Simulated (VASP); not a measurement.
Wanted: the native input for a VASP 6.6.1 run.

| Quantity | Value |
| --- | --- |
| Task | relaxation of cell and atoms |
| Functional | PBE |
| Dispersion | D3(BJ) |
| Potentials or basis | VASP PAW PBE potentials, release 64 (Cd, O) |
| Cutoff | 600 eV |
| k mesh | 12 × 12 × 12 |
| Occupations | gaussian, width 0.03 eV |
| Spin | no spin polarisation |
| Further INCAR settings | ALGO = Normal; EDIFF = 1e-07; IBRION = 2; EDIFFG = -0.005; NSW = 90; ISIF = 3 |

The structure of CdO (Monteponite) lies in POSCAR:

```
CdO                                     
1.0
    0.0000000000      2.3699812812      2.3699812812
    2.3699812812      0.0000000000      2.3699812812
    2.3699812812      2.3699812812      0.0000000000
  Cd              O             
     1     1
Direct
     0.0000000000000000    0.0000000000000000    0.0000000000000000
     0.5000000000000000    0.5000000000000000    0.5000000000000000
```

One way to write it, as run:

INCAR

```
PREC = Accurate
ENCUT = 600
EDIFF = 1E-7
ISMEAR = 0
SIGMA = 0.03
LREAL = False
LASPH = True
NELM = 80
ALGO = Normal
ISIF = 3
LWAVE = False
LCHARG = False
GGA = PE
IVDW = 12
IBRION = 2
NSW = 90
EDIFFG = -0.005
```

KPOINTS

```
regular mesh
0
Gamma
  12 12 12
```

Potentials or basis: VASP PAW PBE potentials, release 64 (Cd, O).

The run is started by

```sh
$ cat potpaw_PBE.64/Cd/POTCAR potpaw_PBE.64/O/POTCAR > POTCAR
$ mpirun -np 1 vasp_std > vasp.out
```

Results of the run:

```json
{
 "Pressure after relaxing": "0.0 GPa",
 "Band gap on the k mesh": "none (metal or under the smearing width)",
 "Dispersion energy per atom": "-0.286 eV"
}
```

Caveat: the relaxation stopped at its first step, so nothing moved; pairwise dispersion overbinds metals, which lowers pressure and volume; this crystal is a semiconductor, whose small gap the functional closes, so the metal is an error of the method.

Wall time 23 s on 1 thread of AMD EPYC 7R13 Processor (Zen 3) (shared host), peak memory 0.16 GiB.
